The bulk modulus B tells how strongly a crystal resists a change of volume. The table sets computed moduli beside measured ones.

ABINIT 10.8.3, HCTH407; fit.

| formula | space group | volume of the given cell (Å³/atom) | potentials or basis | wave cutoff (eV) | k-mesh | computed bulk modulus (GPa) | measured bulk modulus (GPa) | what was measured, and how | source | computed over measured, less one (%) |
| --- | --- | --- | --- | --- | --- | --- | --- | --- | --- | --- |
| GaP | F-43m | 20.24 | JTH PAW PBE v2.0 | 544 | 8x8x8 | 70.6 | 87.5 | zero-pressure bulk modulus, 3rd-order Birch-Murnaghan fit with K' fixed at 4.5; single-crystal XRD in diamond anvil cell; bulk crystal | arXiv:1709.06667 (2017) | -19.3 |
| Cu | Fm-3m | 11.81 | JTH PAW PBE v2.0 | 544 | 13x13x13 | 127.5 | 139 | from linear fit of volume against pressure, 5 to 33 MPa; synchrotron powder XRD under pressure; powder | pmc:10161880 (2023) | -8.3 |
| BAs | F-43m | 13.63 | JTH PAW PBE v2.0 sp | 408 | 10x10x10 | 129.4 | 148 | literature experimental value; not stated; bulk crystal | arXiv:1911.11281 (2019) | -12.6 |
| BP | F-43m | 11.68 | PseudoDojo NC SR PBE v0.4.1 standard | 1034 | 10x10x10 | 165.2 | 174 | B0, Murnaghan EOS fit with V0 fixed at 93.45 A^3; XRD in diamond anvil cell; powder | arXiv:1505.05714 (2015) | -5.1 |
| Ta | Im-3m | 18.01 | JTH PAW PBE v2.0 | 408 | 11x11x11 | 199.8 | 194 | experimental value at ambient conditions; not stated; bulk crystal | arXiv:1910.08312 (2019) | 3.0 |
| SiC | F-43m | 10.35 | PseudoDojo NC SR PBE v0.4.1 standard | 1116 | 10x10x10 | 214.5 | 225 | bulk modulus B; quoted earlier experiment; bulk crystal | pmc:9505936 (2022) | -4.7 |
| Rh | Fm-3m | 13.67 | JTH PAW PBE v2.0 | 544 | 12x12x12 | 252.4 | 264 | K0 from ultrasound; ultrasound; bulk crystal | pmc:11535440 (2024) | -4.4 |
| W | Im-3m | 15.85 | JTH PAW PBE v2.0 | 408 | 12x12x12 | 327.4 | 307 | isotropic polycrystalline bulk modulus K, bounded above by the literature value in the fit; surface Brillouin spectroscopy; bulk crystal | arXiv:1710.07581 (2017) | 6.6 |
| Ir | Fm-3m | 14.06 | JTH PAW PBE v2.0 | 463 | 12x12x12 | 350.3 | 339 | B0 at ambient pressure, third-order Birch-Murnaghan; high-pressure powder XRD; powder | pmc:6586894 (2019) | 3.3 |
| BN | F-43m | 5.96 | JTH PAW PBE v2.0 | 680 | 13x13x13 | 361.1 | 395 | isothermal B0, Vinet fit; equation-of-state measurement; bulk crystal | arXiv:1208.3664 (2012) | -8.6 |
| C | Fd-3m | 5.67 | PseudoDojo NC SR PBE v0.4.1 standard | 1116 | 13x13x13 | 453.4 | 442 | B0 from ultrasound; ultrasonic measurement; bulk crystal | arXiv:cond-mat/0702656 (2007) | 2.6 |

Diamond has the smallest error, +2.6% of the measured value, and GaP the largest, −19.3%. Read at face value, the functional describes the stiff bonds of diamond well and those of GaP badly. The problem is to find out whether this reading is right.

Two more results of the same runs are needed. One is V₀, the volume at which the computed energy is lowest: 5.498 Å³ per atom for diamond and 21.03 for GaP. The other is B′, the rate at which the modulus grows with pressure: 3.71 for diamond and 4.61 for GaP.

**(a) To which volume does each computed modulus belong, and what would it be in the given cell? Work this out for diamond and GaP.**

*Solution.* Each computed modulus belongs to V₀, because that is where the calculated crystal is free of pressure. The measured modulus belongs to the volume of the real crystal. The given cells lie close to the real volumes, within about 1% by rough recollection. If V₀ differs from the given volume V, the two moduli describe crystals at different densities.

The correction follows from two definitions, B = −V dp/dV and B′ = dB/dp, where p is the pressure. Together they give dB/dV = −B′B/V. With B′ taken as constant over a few percent of volume, this integrates to

B(V) = B(V₀) · (V₀/V)^B′.

A cell that is 1% too large therefore lowers the modulus by about B′ percent. A cell that is too small raises it by the same rule.

For diamond the steps are:

- V₀/V = 5.498/5.67 = 0.9697, so the computed cell is 3.0% too small.
- (V₀/V)^B′ = 0.9697^3.71 ≈ 0.892.
- B(V) ≈ 453.4 GPa × 0.892 ≈ 404 GPa.

Against the measured 442 GPa this is 8.5% too low. The small positive error has become a sizeable negative one.

GaP goes the other way, since its computed cell is 3.9% too large. The same formula raises its modulus from 70.6 to 84.3 GPa, only 3.6% below the measured value. Most of the largest error in the table thus comes from a wrong volume.

The step can be checked without B′. The curvature of the energy, taken from the given cell and from cells 4% smaller and 4% larger, yields 405 GPa for diamond and 84 GPa for GaP. This confirms the change of volume, though not the functional, because the energies come from the same runs.

**(b) How can a wrong volume be told from a real lack of stiffness, and does it explain the other rows?**

*Solution.* A wrong volume leaves a mark in the signs: a cell that is too large goes with a modulus that is too low, and the reverse. Eight of the eleven crystals show this pattern. The exceptions are BP, SiC and BN, whose cells are too small and whose moduli are nevertheless too low. In these three, something besides the volume must be at work. Not all the signs are equally sure. For BN, SiC and Rh the computed volume differs from the given one by less than 1%, which is within the uncertainty of the given cells. The small error of Ta is only about twice the noise of its computed modulus. For Ir the noise is too small to matter, but another choice of measured value could change the sign.

BN shows that second error almost undisguised. Its computed volume agrees with the given one to 0.2%, yet its modulus is 8.6% too low. An uncertainty of 1% in the true volume would change this by about 4%, so a shortfall would remain. One caution applies: the program warned that the PAW spheres, the regions around the nuclei that it treats separately, overlap in BN, as they do in Ir. The effect of this is untested. BP and SiC, whose potentials have no such spheres, show a shortfall too. Diamond has a similar shortfall, hidden behind a cell that is too small. Its good result is a cancellation of two errors.

When all moduli are moved to the given cells, the standard deviation of the errors falls from 7.8 to 3.5 percentage points. All six nonmetals are then too soft, by 4 to 12%. The size of the error grows in BP, SiC, BN and diamond and shrinks in the other seven crystals. The change of volume is therefore a diagnosis and not a recipe for better numbers.

The metals come out closer to experiment, on average 2.4% too soft by the formula and 0.8% by the energy differences. For Cu and Ta the two routes disagree even on the sign, because their computed energies scatter by an amount worth a few GPa. Whether the metals as a group are too soft is therefore left open.

A least-squares fit tests the same idea on all eleven rows, the worked crystals included. It describes the logarithm of computed over measured modulus by the volume term B′ ln(V₀/V) and a separate constant for metals and for nonmetals. The coefficient of the volume term is −0.79 ± 0.06, where −1 would mean that only the volume distinguishes the members of a group. The remaining softness thus varies within the groups, and it tends to be greater where the computed cell is too small. The output printed after this text lists the values for each crystal.

**(c) Why does the computed volume go wrong, and why does this hurt GaP more than diamond?**

*Solution.* The zero-pressure volume is the point where the forces that pull the crystal together balance those that push it apart. A flawed functional adds a false pressure to this balance. The cell then relaxes until its own elastic response cancels that pressure, which takes a relative change of volume of about p/B. The modulus changes by about B′ times as much.

In the given cell, the computed diamond crystal has a pressure of −13 GPa, which means that it wants to shrink. For GaP the pressure is about 0.039 × 77 GPa ≈ +3 GPa, where 77 GPa lies midway between its two moduli. The pressure in GaP is about a quarter of that in diamond, but GaP is so much softer that its volume changes more. Its larger B′ then makes each percent of volume count for more in the modulus. In this way a modest error of pressure becomes a large relative error of modulus. The signs widen the gap in the table: in GaP the wrong volume and the remaining softness both lower the modulus, while in diamond they work against each other.

Not all of diamond's pressure is the functional's fault. Real atoms vibrate even at absolute zero, and this motion pushes the crystal outward, while the calculation holds the nuclei still. A rough estimate puts the effect in diamond at about 5 GPa. That is a substantial part of the 13 GPa, but it leaves more than half to be explained.

The rest is plausibly due to the way the functional was made. HCTH407 computes the exchange-correlation energy from the electron density and its gradient, with coefficients fitted to data on atoms and molecules. When a crystal is compressed, the density between its atoms rises and the gradients change, and the response of the energy to this is a pressure. Such a fit does not require that pressure to balance at the true volume of a solid. Errors of either sign can therefore appear, as they do here.

The potentials may have a share in these volume errors, since they were made for another functional. Among the nonmetals, BP, SiC and diamond have norm-conserving potentials and cells that are too small, while GaP and BAs have PAW potentials and cells that are too large. The kind of potential alone does not set the sign, because Ta, W and Ir have PAW potentials and cells that are too small. The table cannot separate the share of the potentials from that of the functional.

The softness left in the nonmetals concerns the curvature of the energy and not the position of its minimum, but the two errors need not be independent. A false inward pull that grows as the crystal is compressed makes the cell too small and also lowers the curvature. This would fit the tendency found in (b), though the table does not prove it. The softness appears with both kinds of potentials in the table, so it does not belong to one kind alone. All of them, however, were made for the PBE functional and used here with another. The missing vibrations of the nuclei also affect the curvature. How much of the softness comes from each of these and how much from HCTH407 itself is untested.

For a similar crystal, the first thing to compare is therefore the computed volume with the measured one. Multiplying the relative difference by B′ shows how much of the modulus error comes from the volume. If the modulus agrees with experiment while the volume does not, as in diamond, the agreement is no evidence that the stiffness of the bonds is right.

Output of the analysis:

```
Moduli at the computed and at the given volume:
  row  volume shift %  error at own volume %  B at given cell GPa  change GPa  error at given cell %  B from energy differences GPa  its error %  its noise GPa
  GaP           3.927                 -19.31                84.31       13.71                 -3.641                           84.3       -3.652        0.05225
   Cu           1.222                 -8.273                135.9       8.381                 -2.244                          142.8        2.723          4.191
  BAs           2.004                 -12.57                139.5       10.09                 -5.752                          140.7       -4.909         0.4312
   BP          -1.936                 -5.057                153.4      -11.82                 -11.85                          153.8       -11.61        0.01827
   Ta          -1.679                   2.99                192.8      -7.032                -0.6348                          198.5        2.316           2.74
  SiC         -0.7396                 -4.667                208.3      -6.174                  -7.41                          209.3       -6.957          0.029
   Rh          0.5514                 -4.394                  259       6.596                 -1.895                          261.6       -0.915         0.7438
    W          -2.351                  6.645                293.2       -34.2                 -4.497                          290.8       -5.275          2.757
   Ir          -1.201                  3.333                329.2      -21.09                 -2.887                          330.2       -2.602         0.6972
   BN         -0.1868                 -8.582                358.5      -2.577                 -9.235                          360.5       -8.728            1.3
    C          -3.036                  2.579                404.4      -49.05                 -8.518                          404.7       -8.448        0.08764
standard deviation of the errors at own volume (%): 7.792
standard deviation of the errors at the given cell (%): 3.54
rows where volume shift and error have opposite signs: 8
mean error of the metals at own volume (%): 0.06013
mean error of the metals at the given cell (%): -2.432
mean error of the metals from energy differences (%): -0.7507
mean error of the nonmetals at own volume (%): -7.935
mean error of the nonmetals at the given cell (%): -7.734
mean error of the nonmetals from energy differences (%): -7.384
static pressure of diamond at the given cell (GPa): -13.21
rough zero-point pressure of diamond (GPa): 5.086
fit of logerr on 11 rows: constant -1.97 +/- 0.77, coefficient of shift -0.7896 +/- 0.061, coefficient of nonmetal -6.216 +/- 1; rms 1.43, worst BP 2.86, leave-one-out rms 1.97
```
